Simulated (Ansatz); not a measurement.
The system is Pd.

```xyz
1
Lattice="-1.5723 1.5723 1.5723 1.5723 -1.5723 1.5723 1.5723 1.5723 -1.5723" Properties=species:S:1:pos:R:3 pbc="T T T"
Pd    0.0000    0.0000    0.0000
```

This isn't the form of Pd at room conditions, which is fcc.

| Quantity | Value |
| --- | --- |
| Program | Ansatz 0.2.0 |
| Task | relaxation of cell and atoms |
| Functional | PBEsol |
| Potentials or basis | Ansatz PAW |
| Cutoff | 420 eV (not typed: the program's choice for these potentials) |
| k mesh | 12 × 12 × 12 |
| Occupations | fermi-dirac, width 0.05 eV |
| Spin | no spin polarisation |

At the start: volume 15.55 Å³/atom.

Q: Where does the relaxation end?

A: It ends after 5 steps and the volume is 14.66 Å³/atom (-5.7 %); space group Im-3m (No. 229, to 0.05 Å).

Step by step:
```csv
step,energy change (eV),largest force (eV/Å),volume (Å³)
1,0.0000,0.0000,15.55
2,-0.0041,0.0000,13.92
3,-0.0293,0.0000,14.76
4,-0.0298,0.0000,14.66
5,-0.0295,0.0000,14.66
```

Final structure:
```
Pd
1.0
    -1.54175    1.54175    1.54175
     1.54175   -1.54175    1.54175
     1.54175    1.54175   -1.54175
Pd
1
Direct
  0.00000 0.00000 0.00000
```

Caveat: the plane-wave basis is chosen anew once the cell has moved, so the energies of steps on either side of that aren't comparable; the PAW data sets come from PBE, with cores solved anew for the run's functional, which leaves a small shift of forces and pressure.
